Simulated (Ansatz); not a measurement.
Al2O3: relaxation of cell and atoms with r2SCAN

Al2O3:

```xyz
5
Lattice="2.8843 0.0000 0.0000 -1.4422 2.4979 0.0000 0.0000 0.0000 9.3368" Properties=species:S:1:pos:R:3 pbc="T T T"
Al    0.0000    0.0000    7.9363
Al    0.0000    0.0000    1.4004
O     0.0000    1.6653    7.2610
O     1.4422    0.8326    0.0000
O     0.0000    1.6653    2.0757
```

Measurements of this composition are mostly on another form, of space group No. 167.

* Program: Ansatz 0.2.0
* Task: relaxation of cell and atoms
* Functional: r2SCAN
* Potentials or basis: Ansatz PAW
* Cutoff: 500 eV (not typed: the program's choice for these potentials)
* k mesh: 11 × 11 × 3
* Occupations: fermi-dirac, width 0.05 eV
* Spin: no spin polarisation
* Target pressure: 30 GPa
* Target pressure (GPa): 30

```
Relaxed volume                                         : 8.44 Å³/atom
Relaxed cell                                           : a = 2.751 Å, b = 2.751 Å, c = 6.439 Å, α = 90.00°, β = 90.00°, γ = 120.00°
Space group after relaxing (to 0.05 Å)                 : P-6m2 (No. 187)
Energy change on relaxing (the enthalpy is what falls) : +125.1 meV/atom
Ionic steps                                            : 14
Pressure after relaxing                                : 30.0 GPa
Band gap on the k mesh                                 : 5.94 eV, indirect (least direct gap 6.00 eV)
```

The path:
```tsv
step	energy change (eV)	largest force (eV/Å)	volume (Å³)
1	0.0000	0.3942	67.27
2	0.0390	0.6661	60.56
3	0.3421	0.7839	54.99
4	0.4531	0.9783	51.51
5	0.4192	0.9909	48.67
6	0.4438	1.0267	45.93
7	0.4897	0.6529	43.24
8	0.5458	0.3430	42.64
9	0.5730	0.1108	42.45
10	0.6270	0.0325	42.14
11	0.6157	0.0016	42.20
12	0.6263	0.0041	42.20
13	0.6254	0.0000	42.20
14	0.6254	0.0000	42.20
```

Final structure:
```cif
data_structure
_symmetry_space_group_name_H-M 'P 1'
_symmetry_Int_Tables_number 1
_cell_length_a 2.7510
_cell_length_b 2.7510
_cell_length_c 6.4388
_cell_angle_alpha 90.000
_cell_angle_beta 90.000
_cell_angle_gamma 120.000
_cell_volume 42.20
loop_
_atom_site_label
_atom_site_type_symbol
_atom_site_fract_x
_atom_site_fract_y
_atom_site_fract_z
_atom_site_occupancy
Al1 Al 0.00000 0.00000 0.79345 1
Al2 Al 0.00000 0.00000 0.20655 1
O1 O 0.33333 0.66667 0.68826 1
O2 O 0.66667 0.33333 0.00000 1
O3 O 0.33333 0.66667 0.31174 1
```

Levels at points of the mesh, in eV from the valence-band top:
```csv
k point,band 8,band 9,band 10,band 11,band 12,band 13,band 14,band 15,band 16,band 17
"(0.00, 0.00, 0.00)",-1.82,-1.82,-1.52,-1.52,-0.06,5.94,8.64,10.82,14.73,16.10
```

Run time: 77 s on 2 threads of Arm Neoverse V2, on a shared host, peak memory 0.58 GiB.

Caveat: the volume moved by over 15 % at a fixed basis, so the end points are rough; odd divisions of the mesh miss points on the zone boundary, where band edges often lie, so the gap on the mesh can be too wide; the plane-wave basis is chosen anew once the cell has moved, so the energies of steps on either side of that aren't comparable; the PAW data sets come from PBE, with cores solved anew for the run's functional, which leaves a small shift of forces and pressure. A k mesh can miss the band edges.
